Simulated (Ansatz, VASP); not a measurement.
## One calculation of AlH5, two programs

```
Al H
1.0
     3.46149    0.00000    0.00000
     0.00000    3.46149    0.00000
     0.00000    0.00000    3.46149
Al H
1 5
Direct
  0.00000 0.00000 0.00000
  0.28054 0.28054 0.28054
  0.71946 0.71946 0.28054
  0.71946 0.28054 0.71946
  0.28054 0.71946 0.71946
  0.50000 0.50000 0.50000
```

Alike in both runs: task relaxation of cell and atoms; functional PBE; k mesh 6 × 6 × 6; occupations gaussian, width 0.1 eV; no spin polarisation.

|  | VASP | Ansatz |
| --- | --- | --- |
| version | VASP 6.6.1 | Ansatz 0.2.0 |
| potentials or method | VASP PAW PBE potentials, release 64 (Al, H) | scalar-relativistic, plane waves, PAW |
| plane-wave cutoff (eV) | 600 | 420 |
| valence electrons in the cell | 8 | 8 |

Ansatz gave:

- gap on the k mesh at the Fermi level, each at its own relaxed structure (eV): none
- relaxed volume (Å³/atom): 6.85
- relaxed cell length with the largest relative difference (Å): 3.452

Problem. Which values does VASP return?

Solution. gap on the k mesh at the Fermi level, each at its own relaxed structure (eV): none; relaxed volume (Å³/atom): 6.89; relaxed cell length with the largest relative difference (Å): 3.458.

A gap of «none» marks a metal or a gap that the smearing closes.
